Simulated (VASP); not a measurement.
# Si (Fd-3m) in VASP: notebook

One crystal, Si, is run at these levels: PBE, HSEsol; tasks: single point, relaxation of cell and atoms.

All numbers are computed with VASP 6.6.1; they aren't measurements. Logs are shortened: lines on timing, memory, paths and dates and some standing lists are left out, and cuts for length are marked.

**1. The structure**

Symmetry: Fd-3m, No. 227, cubic system. The conventional cell has a = 5.444 Å, b = 5.444 Å, c = 5.444 Å, α = 90.00°, β = 90.00°, γ = 90.00°. Around Si (site symmetry -43m) lie 4 Si at 2.36 Å.

**2. Single point, PBE**

Contents of INCAR:

```
PREC = Accurate
ENCUT = 520
EDIFF = 1E-6
ISMEAR = 0
SIGMA = 0.019000000000000003
LREAL = False
LASPH = True
NELM = 60
ALGO = Normal
ISIF = 2
LWAVE = False
LCHARG = False
GGA = PE
NBANDS = 11
```

Contents of KPOINTS:

```
Automatic mesh
0
Gamma
  8 8 8
```

Contents of POSCAR:

```
Si
1.0
    0.0000000000      2.7218511865      2.7218511865
    2.7218511865      0.0000000000      2.7218511865
    2.7218511865      2.7218511865      0.0000000000
Si
2
Direct
    0.5000000000      0.5000000000      0.5000000000
    0.7500000000      0.7500000000      0.7500000000
```

Potentials or basis: VASP PAW PBE potentials, release 64 (Si).

On the command line:

```bash
> cat potpaw_PBE.64/Si/POTCAR > POTCAR
> mpirun -np 1 vasp_std > vasp.out
```

OUTCAR:

```text
PREC = Accurate
   ENCUT = 520
   EDIFF = 1E-6
   ISMEAR = 0
   LREAL = False
   LASPH = True
   NELM = 60
   ISIF = 2
   GGA = PE

 ion  position               nearest neighbor table
   1  0.500  0.500  0.500-   2 2.36   2 2.36   2 2.36   2 2.36
   2  0.750  0.750  0.750-   1 2.36   1 2.36   1 2.36   1 2.36

  LATTYP: Found a face centered cubic cell.
 ALAT       =     5.4437023730

  Lattice vectors:

 A1 = (   0.0000000000,   2.7218511865,   2.7218511865)
 A2 = (   2.7218511865,   0.0000000000,   2.7218511865)
 A3 = (   2.7218511865,   2.7218511865,   0.0000000000)

Analysis of symmetry for initial positions (statically):
=====================================================================
 Subroutine PRICEL returns:
 Original cell was already a primitive cell.

 Routine SETGRP: Setting up the symmetry group for a
 face centered cubic supercell.

 Subroutine GETGRP returns: Found 48 space group operations
 (whereof 24 operations were pure point group operations)
 out of a pool of 48 trial point group operations.

The static configuration has the point symmetry T_d .
 The point group associated with its full space group is O_h .

Analysis of symmetry for dynamics (positions and initial velocities):
=====================================================================
 Subroutine PRICEL returns:
 Original cell was already a primitive cell.

 Routine SETGRP: Setting up the symmetry group for a
 face centered cubic supercell.

 Subroutine GETGRP returns: Found 48 space group operations
 (whereof 24 operations were pure point group operations)
 out of a pool of 48 trial point group operations.

The dynamic configuration has the point symmetry T_d .
 The point group associated with its full space group is O_h .

 Subroutine INISYM returns: Found 48 space group operations
 (whereof 24 operations are pure point group operations),
 and found     1 'primitive' translations

----------------------------------------------------------------------------------------

                                     Primitive cell

  volume of cell :      40.3295

  direct lattice vectors                    reciprocal lattice vectors
     0.000000000  2.721851186  2.721851186    -0.183698507  0.183698507  0.183698507
     2.721851186  0.000000000  2.721851186     0.183698507 -0.183698507  0.183698507
     2.721851186  2.721851186  0.000000000     0.183698507  0.183698507 -0.183698507

  length of vectors
     3.849278863  3.849278863  3.849278863     0.318175148  0.318175148  0.318175148

  position of ions in fractional coordinates (direct lattice)
     0.500000000  0.500000000  0.500000000
     0.750000000  0.750000000  0.750000000
[... 89 lines left out ...]
   NUPDOWN=      -1.0000    fix difference up-down
   EMIN   =  10.00;   EMAX   =-10.00  energy-range for DOS
   EFERMI =   0.00;   METHOD = LEGACY
   ISMEAR =     0;   SIGMA  =   0.02  broadening in eV -4-tet -1-fermi 0-gaus
   EFERMI_NEDOS =   21; number of points for ismear=-14 and -15
   IALGO  =     38    algorithm
   IMIX   =      4    mixing-type and parameters
     AMIX     =   0.40;   BMIX     =  1.00
     AMIX_MAG =   1.60;   BMIX_MAG =  1.00
  volume/ion in A,a.u.               =      20.16       136.08
  Fermi-wavevector in a.u.,A,eV,Ry     =   0.954766  1.804247 12.402783  0.911579
  Thomas-Fermi vector in A             =   2.083543
   LORBIT       =      0    0 simple, 1 ext, 2 COOP (PROOUT), +10 PAW based schemes
   GGA     = PE    functional components
   LHFCALC =     F    Hartree Fock is set to
   AEXX    =    0.0000 exact exchange contribution
   IVDW    =     0    specifies the selected vdW correction
   LEPSILON=     F    determine dielectric tensor
   LRPA    =     F    only Hartree local field effects (RPA)
 non-spin polarized calculation
 Gauss-broadening in eV      SIGMA  =   0.02
  energy-cutoff  :      520.00
  volume of cell :       40.33
 maximum number of plane-waves:      1106
 NGX is ok and might be reduce to    30
   NGX = 15   NGY = 15   NGZ = 15

 number of electron       8.0000001 magnetization

 Free energy of the ion-electron system (eV)
  ---------------------------------------------------
  ext. energy  EPLUGINS =         0.00000000
  ---------------------------------------------------
  free energy    TOTEN  =       -10.84388587 eV

  energy without entropy =      -10.84388587  energy(sigma->0) =      -10.84388587

 E-fermi :   5.8786     XC(G=0):  -9.3803

 val. band max:        5.7548031655   @ k =   0.0000   0.0000   0.0000
 cond. band min:       6.3825813520   @ k =   0.3750   0.3750   0.0000
 fundamental gap:      0.6277781865
 Fermi energy:         5.8786343546

 k-point     1 :       0.0000    0.0000    0.0000
  band No.  band energies     occupation
      1      -6.1536      2.00000
      2       5.7548      2.00000
      3       5.7548      2.00000
      4       5.7548      2.00000
      5       8.3171      0.00000
      6       8.3171      0.00000
      7       8.3171      0.00000
      8       9.0460      0.00000
      9      13.4706      0.00000
     10      13.4706      0.00000
     11      13.6859      0.00000
[... 309 lines left out ...]
 k-point    24 :      -0.3750    0.2500    0.1250
  band No.  band energies     occupation
      1      -3.3047      2.00000
      2      -1.0019      2.00000
      3       2.3283      2.00000
      4       3.6141      2.00000
      5       8.8085      0.00000
      6       8.8917      0.00000
      7      11.6446      0.00000
      8      12.8539      0.00000
      9      13.1219      0.00000
     10      16.3117      0.00000
     11      17.4050      0.00000

 [... further k-points ...]

------------------------ aborting loop because EDIFF is reached ----------------------------------------

  FORCE on cell =-STRESS in cart. coord.  units (eV):
  Direction    XX          YY          ZZ          XY          YZ          ZX
  --------------------------------------------------------------------------------------
  -------------------------------------------------------------------------------------
  Total        0.3185223      0.3185223      0.3185223      0.0000000     -0.0000000     -0.0000000
  in kB       12.6539831     12.6539831     12.6539831      0.0000000     -0.0000000     -0.0000000
  external PRESSURE =      12.6539831 kB  Pullay stress =       0.0000000 kB

 VOLUME and BASIS-vectors are now :
 -----------------------------------------------------------------------------
  energy-cutoff  :      520.00
  volume of cell :       40.33
      direct lattice vectors                 reciprocal lattice vectors
     0.000000000  2.721851186  2.721851186    -0.183698507  0.183698507  0.183698507
     2.721851186  0.000000000  2.721851186     0.183698507 -0.183698507  0.183698507
     2.721851186  2.721851186  0.000000000     0.183698507  0.183698507 -0.183698507

 POSITION                                       TOTAL-FORCE (eV/Angst)
 -----------------------------------------------------------------------------------
      2.72185      2.72185      2.72185        -0.000000     -0.000000     -0.000000
      4.08278      4.08278      4.08278         0.000000      0.000000      0.000000
 -----------------------------------------------------------------------------------
    total drift:                                0.000000     -0.000000     -0.000000

  FREE ENERGIE OF THE ION-ELECTRON SYSTEM (eV)
  ---------------------------------------------------
  free  energy   TOTEN  =       -10.8438858695 eV

  energy  without entropy=      -10.8438858695  energy(sigma->0) =      -10.84388587
```

stdout:

```text
POSCAR found type information on POSCAR Si
 POSCAR found :  1 types and       2 ions
 scaLAPACK will be used
 LDA part: xc-table for (Slater+PW92), standard interpolation
 POSCAR, INCAR and KPOINTS ok, starting setup
 FFT: planning ... GRIDC
 FFT: planning ... GRID_SOFT
 FFT: planning ... GRID
 WAVECAR not read
 entering main loop
```

Run time: 5.8 s. Hardware: 1 thread of Intel Xeon 6975P-C (Granite Rapids), shared host; peak memory 0.15 GiB.

Results:

| Item | Value |
| --- | --- |
| Free energy | -10.8439 eV |
| Pressure | 1.3 GPa |
| Band gap on the k mesh | 0.63 eV, indirect (least direct gap 2.56 eV) |

(Part 1 of 2 ends here.)
